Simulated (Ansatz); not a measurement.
The system is Ag.

```
Ag
1.0
     0.00000    2.04275    2.04275
     2.04275    0.00000    2.04275
     2.04275    2.04275    0.00000
Ag
1
Direct
  0.00000 0.00000 0.00000
```

- Program: Ansatz 0.2.0
- Task: relaxation of cell and atoms
- Functional: PBEsol
- Dispersion: D4
- Potentials or basis: all-electron LAPW, scalar-relativistic
- Basis error allowed: 0.001 eV/atom
- k mesh: 11 × 11 × 11
- Occupations: fermi-dirac, width 0.05 eV
- Spin: no spin polarisation

At the start: volume 17.05 Å³/atom.

Problem. How do energy, volume and symmetry change on relaxing?

Solution. Over 6 steps the energy falls by 16.3 meV/atom and the volume is 16.20 Å³/atom (-5.0 %); space group Fm-3m (No. 225, to 0.05 Å).

Step by step:
| step | energy change (eV) | largest force (eV/Å) | volume (Å³) |
| --- | --- | --- | --- |
| 1 | 0.0000 | 0.0000 | 17.05 |
| 2 | -0.0004 | 0.0000 | 15.46 |
| 3 | -0.0161 | 0.0000 | 16.30 |
| 4 | -0.0163 | 0.0000 | 16.21 |
| 5 | -0.0163 | 0.0000 | 16.20 |
| 6 | -0.0163 | 0.0000 | 16.20 |

Final structure:
```
Ag
1.0
     0.00000    2.00846    2.00846
     2.00846    0.00000    2.00846
     2.00846    2.00846    0.00000
Ag
1
Direct
  0.00000 0.00000 0.00000
```
